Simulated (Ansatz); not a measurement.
# MgO: the cost of one run

Program: Ansatz 0.2.0. Level of theory: DFT PBE0, scalar-relativistic, plane waves, PAW. These are calculated values, not measurements.

## (1) The structure to begin with

Symmetry: F-43m, No. 216, cubic system. Conventional cell: a = 4.553 Å, b = 4.553 Å, c = 4.553 Å, α = 90.00°, β = 90.00°, γ = 90.00°. Mg (site symmetry -43m) has 4 O at 1.97 Å as nearest neighbours. O (site symmetry -43m) is surrounded by 4 Mg at 1.97 Å.

As a file:

```
Mg O
1.0
     0.00000    2.27661    2.27661
     2.27661    0.00000    2.27661
     2.27661    2.27661    0.00000
Mg O
1 1
Direct
  0.00000 0.00000 0.00000
  0.25000 0.25000 0.25000
```

The cell was made up by rule, so the compound may not exist in this form.

This is a trial structure, the zincblende prototype, and another one may lie lower.

## (2) Seeking zero pressure, try 1

input.yaml reads:

```yaml
crystal:
  lattice:
    - [0.0, 2.2766075815, 2.2766075815]
    - [2.2766075815, 0.0, 2.2766075815]
    - [2.2766075815, 2.2766075815, 0.0]
  atoms:
    - { symbol: Mg, position: [0.0, 0.0, 0.0] }
    - { symbol: O, position: [0.25, 0.25, 0.25] }
basis:
  ecutwfc: 420
kpoints:
  mp_grid: { grid: [6, 6, 6] }
hamiltonian:
  xc: pbe0
scf:
  occupations: { method: gaussian, width: 0.05 }
output:
  forces: true
  stress: true
  eigenvalues: true
```

Started as:

```
$ ansatz run input.yaml --threads 4 --pin off --max-ram 12288MiB --backend cpu --events-out ev --progress --plain --runs-dir out
```

Q: Estimate wall time and peak memory on 4 threads of Arm Neoverse V2, shared host.

About 3.9 s, with a peak of 0.63 GiB.
